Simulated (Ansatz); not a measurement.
Runs of Ansatz 0.2.0 on HfN. It takes space group Fm-3m (No. 225, cubic). The conventional cell has a = 4.512 Å, b = 4.512 Å, c = 4.512 Å, α = 90.00°, β = 90.00°, γ = 90.00°. Hf (site symmetry m-3m) is surrounded by 6 N at 2.26 Å. Around N (site symmetry m-3m) lie 6 Hf at 2.26 Å. 

```tsv
task	level	k mesh	cutoff (eV)	smearing	basis error allowed	mesh quality	gap on the mesh (eV)	pressure (GPa)
band structure	PBEsol	10 × 10 × 10	343	fermi-dirac 0.05 eV	0.001 eV/atom	not flagged	-	(a)
single point	PBE	5 × 5 × 5	291	fermi-dirac 0.02 eV	0.004 eV/atom	coarse	none	6.5
single point	PBE	10 × 10 × 10	344	gaussian 0.027 eV	0.001 eV/atom	not flagged	none	6.7
single point	PBE	10 × 10 × 10	344	gaussian 0.03 eV	0.001 eV/atom	not flagged	none	6.7
```

Alike in all rows: potentials or basis all-electron LAPW, scalar-relativistic; no spin polarisation; cell as given.

Q: Fill in the values left out.

A: (a) -1.9.

Caveats: some runs use coarse meshes; spin-orbit coupling is left out, which moves the levels of the heavy elements (some runs); the k mesh is thin for a metal, which can move the energy by tens of meV per atom (some runs).

A k mesh can miss the band edges, and the runs leave out spin-orbit coupling on Hf.

A gap of «none» marks a metal or a gap under the smearing width.
